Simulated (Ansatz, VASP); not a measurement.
## Two plane-wave programs on Se

The input INCAR:

```
SYSTEM = Se
PREC = Accurate
ENCUT = 520
EDIFF = 1E-6
ISMEAR = -1
SIGMA = 0.1
LREAL = .False.
LASPH = .True.
NELM = 60
ALGO = Normal
ISIF = 2
LWAVE = .False.
LCHARG = .True.
GGA = RP
LELF = .True.
LVHAR = .True.
NBANDS = 9
```

KPOINTS

```
Automatic mesh
0
Gamma
  12 12 12
  0 0 0
```

POSCAR

```
Se
1.0
    2.8929260000      0.0000000000      0.0000000000
    0.0000000000      2.8929260000      0.0000000000
    0.0000000000      0.0000000000      2.8929260000
Se
1
Direct
    0.0000000000      0.0000000000      0.0000000000
```

Input for Ansatz:

```yaml
crystal:
  lattice:
    - [2.892926, 0.0, 0.0]
    - [0.0, 2.892926, 0.0]
    - [0.0, 0.0, 2.892926]
  atoms:
    - { symbol: Se, position: [0.0, 0.0, 0.0] }
hamiltonian:
  xc: rpbe
  pseudopotentials:
    kind: paw
    azcp:
      Se: "pseudopotentials/Se.paw.azcp"
basis:
  ecutwfc: 420
  fft_grid_basis: typed
kpoints:
  mp_grid: { grid: [12, 12, 12], shift: [0, 0, 0] }
magnetization:
  spin_polarized: false
scf:
  occupations: { method: fermi_dirac, width: 0.1 }
  lower_state_search: "off"
output:
  stress: true
```

Alike in both runs: task single point; functional RPBE; k mesh 12 × 12 × 12; occupations fermi-dirac, width 0.1 eV; no spin polarisation.

|  | VASP | Ansatz |
| --- | --- | --- |
| version | VASP 6.6.1 | Ansatz 0.2.0 |
| potentials or method | VASP PAW PBE potentials, release 64 (Se) | plane waves (420 eV) with PAW, scalar-relativistic |
| plane-wave cutoff (eV) | 520 | 420 |
| valence electrons in the cell | 6 | 16 |

```tsv
	VASP	Ansatz	Ansatz less VASP
pressure (GPa)	-2.2	-2.2	+0.01
```

The functional is the same, so the differences come from potentials, cutoffs and numerics. The two sets of potentials don't hold the same shells in valence.

Caveats: the PAW data sets were made with another functional, which shifts forces and pressure a little (VASP).
